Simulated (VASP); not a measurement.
Here is a VASP 6.6.1 calculation.

File POSCAR:

```
TiH
1.0
    2.9474928546      0.0000000000      0.0000000000
    0.0000000000      2.9474928546      0.0000000000
    0.0000000000      0.0000000000      4.5681404800
Ti H
2 2
Cartesian
    0.0000000000      1.4737464273      0.0000000000
    1.4737464273      0.0000000000      2.2840702400
    0.0000000000      0.0000000000      3.4261053600
    0.0000000000      0.0000000000      1.1420351200
```

The input INCAR.step1:

```
SYSTEM = TiH
PREC = Accurate
ENCUT = 520
EDIFF = 1E-5
ISMEAR = 0
SIGMA = 0.01
LREAL = .FALSE.
LASPH = .TRUE.
NELM = 80
ALGO = Normal
ISIF = 2
LWAVE = .TRUE.
LCHARG = .FALSE.
LMAXMIX = 4
NBANDS = 19
GGA = PE
```

The input INCAR.step2:

```
SYSTEM = TiH
PREC = Accurate
ENCUT = 520
EDIFF = 1E-7
ISMEAR = -5
SIGMA = 0.01
LREAL = .FALSE.
LASPH = .TRUE.
NELM = 80
ALGO = Normal
ISIF = 2
LWAVE = .FALSE.
LCHARG = .FALSE.
LMAXMIX = 4
METAGGA = TPSS
LHFCALC = .TRUE.
AEXX = 0.1
LMIXTAU = .TRUE.
PRECFOCK = Fast
LORBIT = 11
NBANDS = 19
ISTART = 1
NEDOS = 2001
```

The input KPOINTS:

```
regular mesh
0
G
  5 5 3
  0 0 0
```

Potentials or basis: VASP PAW PBE potentials, release 64 (Ti_pv, H).

The run is started by

```console
$ cat potpaw_PBE.64/Ti_pv/POTCAR potpaw_PBE.64/H/POTCAR > POTCAR
$ cp INCAR.step1 INCAR
$ mpirun -np 1 vasp_std > vasp.out
$ cp INCAR.step2 INCAR
$ mpirun -np 1 vasp_std > vasp.out
```

Q: Predict the pressure.

A: -3.0 GPa.

Q: Estimate the band gap on the k mesh.

A: 0.35 eV, indirect (least direct gap 0.51 eV).

Stress tensor (GPa, compression positive):
```
-2.94  0.00  0.00
 0.00 -2.94  0.00
 0.00  0.00 -3.10
```

Caveat: the k mesh is coarse (spacing up to 0.46 Å⁻¹), so the values aren't converged, least of all with exact exchange; the PAW data sets were made with another functional, which shifts forces and pressure a little; an odd mesh through Γ misses points on the zone boundary, where band edges often lie.
